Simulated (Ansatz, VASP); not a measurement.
**Two plane-wave programs on Bi**

INCAR

```
PREC = Accurate ; ENCUT = 520
EDIFF = 1E-7 ; ISMEAR = -1
SIGMA = 0.05 ; LREAL = F
LASPH = T ; NELM = 80
ALGO = Fast ; ISIF = 2
LWAVE = F ; LCHARG = F
GGA = PS ; NBANDS = 22
```

KPOINTS

```
Automatic mesh
0
Gamma
  8 8 4
```

Contents of POSCAR:

```
Bi
1.0
    3.2166415224      0.0000000000      0.0000000000
    0.0000000000      3.2000209013      0.0000000000
   -0.0799148974      0.0000000000      6.4006399093
Bi
2
Direct
    0.5442472500      0.0000000000      0.7495778900
    0.4557527500      0.0000000000      0.2504221100
```

input.yaml

```yaml
crystal:
  lattice:
    - [3.2166415224, 0.0, 0.0]
    - [0.0, 3.2000209013, 0.0]
    - [-0.0799148974, 0.0, 6.4006399093]
  atoms:
    - { symbol: Bi, position: [0.54424725, 0.0, 0.74957789] }
    - { symbol: Bi, position: [0.45575275, 0.0, 0.25042211] }
hamiltonian:
  xc: pbesol
  pseudopotentials: { kind: paw }
kpoints:
  mp_grid: { grid: [8, 8, 4] }
scf:
  occupations: { method: fermi_dirac, width: 0.05 }
output:
  forces: true
  stress: true
  eigenvalues: true
```

This isn't the form of Bi at room conditions, which is rhombohedral.

Alike in both runs: task single point; functional PBEsol; k mesh 8 × 8 × 4; occupations fermi-dirac, width 0.05 eV; no spin polarisation.

|  | VASP | Ansatz |
| --- | --- | --- |
| version | VASP 6.6.1 | Ansatz 0.2.0 |
| potentials or method | VASP PAW PBE potentials, release 64 (Bi_d) | Ansatz PAW |
| plane-wave cutoff (eV) | 520 | 420 |
| valence electrons in the cell | 30 | 30 |

```csv
,VASP,Ansatz,Ansatz less VASP
gap on the k mesh at the Fermi level (eV),none,none,-
pressure (GPa),0.6,0.6,+0.07
largest component of the traceless stress (GPa),0.62,0.62,-0.002
rms of the force components (eV/Å),0.008,0.008,+0.0001
```

Atom by atom the forces differ by 0.000 eV/Å (rms over components). A gap of «none» marks a metal or a gap that the smearing closes.

Caveats: spin-orbit coupling is left out, which moves the levels of the heavy elements; the PAW data sets were made with another functional, which shifts forces and pressure a little (VASP); the PAW data sets come from PBE, with cores solved anew for the run's functional, which leaves a small shift of forces and pressure (Ansatz).
